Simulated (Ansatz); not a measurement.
# BaTiO3: stress in a strained cell

BaTiO3 is deformed so: equal xx and yy strain of +3 %. What stress and forces result, by LAPW, PAW and all-electron datasets made for the crystal?

Method: DFT PBEsol, scalar-relativistic, in Ansatz 0.2.0.

## (1) Starting point

It takes space group P4mm (No. 99, tetragonal). Conventional cell: a = 4.000 Å, b = 4.000 Å, c = 4.018 Å, α = 90.00°, β = 90.00°, γ = 90.00°. Ba (site symmetry 4mm) is surrounded by 12 O at 2.79 to 2.88 Å. Ti (site symmetry 4mm) is surrounded by 6 O at 1.87 to 2.15 Å. Around O (site symmetry 4mm) lie 2 Ti at 1.87 to 2.15 Å. Around O (site symmetry 2mm) lie 2 Ti at 2.00 Å and 4 Ba at 2.79 to 2.88 Å.

Structure file:

```cif
data_structure
_symmetry_space_group_name_H-M 'P4mm'
_symmetry_Int_Tables_number 99
_cell_length_a 3.9998
_cell_length_b 3.9998
_cell_length_c 4.0180
_cell_angle_alpha 90.000
_cell_angle_beta 90.000
_cell_angle_gamma 90.000
_cell_volume 64.28
loop_
_atom_site_label
_atom_site_type_symbol
_atom_site_symmetry_multiplicity
_atom_site_Wyckoff_symbol
_atom_site_fract_x
_atom_site_fract_y
_atom_site_fract_z
_atom_site_occupancy
Ba1 Ba 1 a 0.00000 0.00000 0.00000 1
Ti1 Ti 1 b 0.50000 0.50000 0.48200 1
O1 O 1 b 0.50000 0.50000 0.01600 1
O2 O 2 c 0.50000 0.00000 0.51500 1
```

The file gives the conventional cell by its symmetry; the runs use the cell typed in the input.

Atoms are numbered in the order of the input: Ba1, Ti2, O3, O4, O5.

## (2) The deformed structure

Space group P4mm before, P4mm after.

## (3) All-electron LAPW

input.yaml reads:

```yaml
crystal:
  lattice:
    - [4.119794, 0.0, 0.0]
    - [0.0, 4.119794, 0.0]
    - [0.0, 0.0, 4.018]
  atoms:
    - { symbol: Ba, position: [0.0, 0.0, 0.0] }
    - { symbol: Ti, position: [0.5, 0.5, 0.482] }
    - { symbol: O, position: [0.5, 0.5, 0.016] }
    - { symbol: O, position: [0.5, 0.0, 0.515] }
    - { symbol: O, position: [0.0, 0.5, 0.515] }
kpoints:
  mp_grid: { grid: [7, 7, 7] }
  band_path:
    path:
      - [0.0, 0.0, 0.0]
      - [0.0, 0.5, 0.0]
      - [0.5, 0.5, 0.0]
      - [0.0, 0.0, 0.0]
      - [0.0, 0.0, 0.5]
      - [0.0, 0.5, 0.5]
      - [0.5, 0.5, 0.5]
      - [0.0, 0.0, 0.5]
      - [0.0, 0.5, 0.0]
    npoints: 5
scf:
  occupations: { method: fermi_dirac, width: 0.08 }
hamiltonian:
  xc: pbesol
  pseudopotentials: { kind: all_electron, lapw: { basis_error: 0.001 } }
output:
  forces: true
  stress: true
  eigenvalues: true
```

Started as:

```
$ ansatz run input.yaml --threads 2 --pin off --max-ram 8192MiB --backend cpu --events-out ev --progress --plain --runs-dir out
```

## (4) PAW with frozen cores

input.yaml reads:

```yaml
crystal:
  lattice:
    - [4.119794, 0.0, 0.0]
    - [0.0, 4.119794, 0.0]
    - [0.0, 0.0, 4.018]
  atoms:
    - { symbol: Ba, position: [0.0, 0.0, 0.0] }
    - { symbol: Ti, position: [0.5, 0.5, 0.482] }
    - { symbol: O, position: [0.5, 0.5, 0.016] }
    - { symbol: O, position: [0.5, 0.0, 0.515] }
    - { symbol: O, position: [0.0, 0.5, 0.515] }
kpoints:
  mp_grid: { grid: [7, 7, 7] }
scf:
  occupations: { method: fermi_dirac, width: 0.08 }
hamiltonian:
  xc: pbesol
  pseudopotentials: { kind: paw }
output:
  forces: true
  stress: true
  eigenvalues: true
  efg: { contact_densities: true }
  write_density: true
  write_potential: true
  elf: true
  volumetric_format: npy
```

## (5) All-electron PAW on datasets made for the crystal

Changes to input.yaml since step 4:

```diff
@@ -17,3 +17,3 @@
   xc: pbesol
-  pseudopotentials: { kind: paw }
+  pseudopotentials: { kind: all_electron, datasets: crystal }
 output:
@@ -23,5 +23 @@
   efg: { contact_densities: true }
-  write_density: true
-  write_potential: true
-  elf: true
-  volumetric_format: npy
```

(Steps that only read results are left out.)

Before running it: what results should come out? Wanted: pressure; largest shear or deviatoric stress.

As calculated:

```
                                 quantity                                                 value
                                 pressure  LAPW -11.64, PAW -11.66, crystal datasets -11.64 GPa
largest shear or deviatoric stress (LAPW)                                              3.68 GPa
```

**Reading.** The largest part of the stress beyond the pressure is 3.68 GPa in size, in the zz component; the atoms are carried along and not relaxed. No run of the undeformed cell stands beside it, so the pressure holds what the given cell had before the change. PAW: stress within 0.02 GPa of LAPW, forces within 7 meV/Å. Crystal datasets: stress within 0.01 GPa of LAPW, forces within 1 meV/Å. Spin-orbit coupling is left out, though the cell holds Ba; in elements this heavy it can shift bands and gaps by tenths of an eV.
